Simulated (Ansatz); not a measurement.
Bi2Te3: how strain makes field gradients

```xyz
5
Lattice="2.1930 1.2661 10.1657 -2.1930 1.2661 10.1657 0.0000 -2.5323 10.1657" Properties=species:S:1:pos:R:3 pbc="T T T"
Bi    0.0000    0.0000   12.1988
Bi    0.0000    0.0000   18.2982
Te    0.0000    0.0000    0.0000
Te    0.0000    0.0000    6.3891
Te    0.0000    0.0000   24.1079
```

Atom numbers follow the list: Bi1, Bi2, Te3, Te4, Te5.

Conventional cell: a = 4.386 Å, b = 4.386 Å, c = 30.497 Å, α = 90.00°, β = 90.00°, γ = 120.00°. Around Bi (atom 1) lie 6 Te at 3.07 to 3.25 Å. Te (atom 3) has 6 Bi at 3.25 Å as nearest neighbours. Around Te (atom 4) lie 3 Bi at 3.07 Å.

The cell is COD entry 9011962, as deposited and not checked against the literature; nothing was relaxed.

Computed with DFT, PBE, all-electron PAW with datasets made for the crystal, scalar-relativistic (Ansatz 0.2.0).

Sampling and basis: a Γ-centred 7×7×7 k mesh, Fermi–Dirac smearing of 0.08 eV, cutoff 240 eV (chosen by the program for this cell), no spin polarisation.

The cell is scaled evenly. Fractional coordinates are held (clamped ions).

The columns are Cartesian components of the electric field gradient at the nuclei, in 10²¹ V/m².

Spin–orbit coupling is left out, which moves gradients at and beside heavy atoms by some per cent and at worst by a factor of two.

Only quantities that a quadratic follows smoothly over the whole series are listed; rougher ones are left out.

```tsv
ln(V/Vcell)	Vzz at Te4
-0.0619	0.71
-0.0408	0.77
-0.0202	0.84
-0.0101	0.88
0.0000	0.91
0.0100	0.95
0.0392	1.05
0.0583	1.13
```

(1) Fit the series and give the gradient–strain slopes.

(2) One run, at ln(V/Vcell) = 0.0198, is withheld. Predict its row.

## Answers

(1) Least-squares fits y = p0 + p1 x + p2 x² to the rows give Vzz at Te4: p1 = 3.51, p2 = 3.7. The slopes p1 are in 10²¹ V/m² per unit strain, for clamped ions.

(2) The fits give 0.98; the run gave 0.98.
